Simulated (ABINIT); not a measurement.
Runs of ABINIT 10.8.3 (patched build) on CoO. The structure is cubic, space group Fm-3m (No. 225). The conventional cell has a = 4.263 Å, b = 4.263 Å, c = 4.263 Å, α = 90.00°, β = 90.00°, γ = 90.00°. Around Co (site symmetry m-3m) lie 6 O at 2.13 Å. O (site symmetry m-3m) is surrounded by 6 Co at 2.13 Å. 

| task | level | potentials or basis | k mesh | cutoff (eV) | fine-grid cutoff | mesh quality | gap on the mesh (eV) | moment (μB) |
| --- | --- | --- | --- | --- | --- | --- | --- | --- |
| single point | LDA | JTH PAW LDA v2.0 | 4 × 4 × 4 | 626 | 1224.51 eV | coarse | none | 2.39 |
| single point | PBEsol | JTH PAW PBE v2.0 | 7 × 7 × 7 | 626 | 1224.51 eV | coarse | none | 2.96 |
| single point | r2SCAN | JTH PAW PBE v2.0 | 4 × 4 × 4 | 762 | 1360.57 eV | coarse | none | (b) |
| band structure | LDA-PZ | JTH PAW LDA v2.0 | 11 × 11 × 11 | 626 | 1224.51 eV | not flagged | none | (a) |
| band structure | LDA | JTH PAW LDA v2.0 | 11 × 11 × 11 | 626 | 1224.51 eV | not flagged | none | 2.87 |

Alike in all rows: spin collinear, ferromagnetic start; cell as given; smearing fermi-dirac 0.05 eV.

Question: Estimate the missing entries.

Answer: (a) 2.80; (b) 3.00.

Caveats: some runs use coarse meshes; a cell with one magnetic atom can't hold antiferromagnetic order, which such compounds often take; semilocal functionals often make such compounds metallic where correlation or magnetic order opens a gap, which also shifts bond lengths.

A gap of «none» marks a metal or a gap under the smearing width.
